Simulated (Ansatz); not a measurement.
(210) slab cut from the bulk of InAs, F-43m (No. 216); the slab's formula is In9As8:

```yaml
crystal:
  lattice:
    - [6.08747, 0.00000, 0.00000]
    - [-3.04373, 6.80599, 0.00000]
    - [0.00000, 0.00000, 25.88959]
  atoms:
    - { symbol: In, position: [0.70000, 0.40000, 0.28969] }
    - { symbol: As, position: [0.80000, 0.10000, 0.31598] }
    - { symbol: In, position: [0.40000, 0.80000, 0.34227] }
    - { symbol: As, position: [0.50000, 0.50000, 0.36856] }
    - { symbol: In, position: [0.10000, 0.20000, 0.39485] }
    - { symbol: As, position: [0.20000, 0.90000, 0.42113] }
    - { symbol: In, position: [0.80000, 0.60000, 0.44742] }
    - { symbol: As, position: [0.90000, 0.30000, 0.47371] }
    - { symbol: In, position: [0.50000, 0.00000, 0.50000] }
    - { symbol: As, position: [0.60000, 0.70000, 0.52629] }
    - { symbol: In, position: [0.20000, 0.40000, 0.55258] }
    - { symbol: As, position: [0.30000, 0.10000, 0.57887] }
    - { symbol: In, position: [0.90000, 0.80000, 0.60515] }
    - { symbol: As, position: [0.00000, 0.50000, 0.63144] }
    - { symbol: In, position: [0.60000, 0.20000, 0.65773] }
    - { symbol: As, position: [0.70000, 0.90000, 0.68402] }
    - { symbol: In, position: [0.30000, 0.60000, 0.71031] }
```

Level of theory: DFT PBEsol, scalar-relativistic, plane waves, PAW in Ansatz. Plane waves to 420 eV, a k mesh through Γ of 6×5×1 on the computed 17-atom cell and Gaussian smearing (0.10 eV); no spin polarisation. The cell repeats along c with a dipole correction in the vacuum.

Q: What forces act on the atoms?

A:
```
atom Fx (eV/Å) Fy (eV/Å) Fz (eV/Å)
 In1      0.429      0.103      0.009
 As2      0.126     -0.404     -0.488
 In3      0.414      0.475      0.449
 As4     -0.458     -0.075     -0.114
 In5     -0.305     -0.112     -0.052
 As6     -0.307     -0.121     -0.110
 In7      0.046      0.075      0.142
 As8     -0.081      0.045      0.107
 In9      0.271     -0.001      0.000
As10     -0.082     -0.044     -0.108
In11      0.046     -0.077     -0.143
As12     -0.308      0.123      0.110
In13     -0.306      0.110      0.049
As14     -0.459      0.077      0.115
In15      0.418     -0.478     -0.452
As16      0.133      0.410      0.489
In17      0.424     -0.107     -0.003
```

Cost: 1 run of about 7.4 core-minutes, on Arm Neoverse V2 (shared hosts).